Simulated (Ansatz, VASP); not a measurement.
## Two plane-wave programs on CaO

File POSCAR:

```
CaO
1.0
    0.0000000000      2.4035556960      2.4035556960
    2.4035556960      0.0000000000      2.4035556960
    2.4035556960      2.4035556960      0.0000000000
Ca O
1 1
Direct
    0.0000000000      0.0000000000      0.0000000000
    0.5000000000      0.5000000000      0.5000000000
```

File INCAR.step1:

```
  ALGO = Normal
  EDIFF = 1E-4
  ENCUT = 520
  GGA = PE
  ISMEAR = -1
  LASPH = T
  LCHARG = F
  LREAL = F
  LWAVE = T
  NBANDS = 15
  NELM = 60
  PREC = Accurate
  SIGMA = 0.05
```

File INCAR.step2:

```
  ALGO = Normal
  EDIFF = 1E-6
  ENCUT = 520
  ISIF = 2
  ISMEAR = -1
  ISTART = 1
  LASPH = T
  LCHARG = F
  LMIXTAU = T
  LREAL = F
  LWAVE = F
  METAGGA = R2SCAN
  NBANDS = 15
  NELM = 60
  PREC = Accurate
  SIGMA = 0.05
```

File KPOINTS:

```
k-points
0
Gamma
  6 6 6
```

Contents of input.yaml:

```yaml
crystal:
  lattice:
    - [0.0, 2.403555696, 2.403555696]
    - [2.403555696, 0.0, 2.403555696]
    - [2.403555696, 2.403555696, 0.0]
  atoms:
    - { symbol: Ca, position: [0.0, 0.0, 0.0] }
    - { symbol: O, position: [0.5, 0.5, 0.5] }
hamiltonian:
  xc: r2scan
  pseudopotentials: { kind: paw }
kpoints:
  mp_grid: { grid: [6, 6, 6] }
scf:
  occupations: { method: fermi_dirac, width: 0.05 }
  n_extra_bands: 6
output:
  forces: true
  stress: true
  eigenvalues: true
  dos: { projected: true, de: 0.05, nscf_kmesh: { grid: [9, 9, 9] } }
```

The cell is a database's computed one.

Alike in both runs: functional r2SCAN; k mesh 6 × 6 × 6; occupations fermi-dirac, width 0.05 eV; no spin polarisation.

|  | VASP | Ansatz |
| --- | --- | --- |
| version | VASP 6.6.1 | Ansatz 0.2.0 |
| potentials or method | VASP PAW PBE potentials, release 64 (Ca_sv, O) | Ansatz PAW |
| plane-wave cutoff (eV) | 520 | 500 |
| valence electrons in the cell | 16 | 16 |
| task | single point | projected density of states |

|  | VASP | Ansatz | Ansatz less VASP |
| --- | --- | --- | --- |
| gap on the k mesh at the Fermi level (eV) | 4.19 | 4.20 | +0.011 |
| least direct gap on the mesh (eV) | 4.56 | 4.58 | +0.014 |
| pressure (GPa) | 0.1 | -0.9 | -1.02 |

Caveats: the PAW data sets were made with another functional, which shifts forces and pressure a little (VASP); the PAW data sets come from PBE, with cores solved anew for the run's functional, which leaves a small shift of forces and pressure (Ansatz); the density of states is complete only up to the lowest level of the last band computed (Ansatz). A k mesh can miss the band edges. r2SCAN opens gaps a little over a GGA but as a rule still falls short of measured ones.
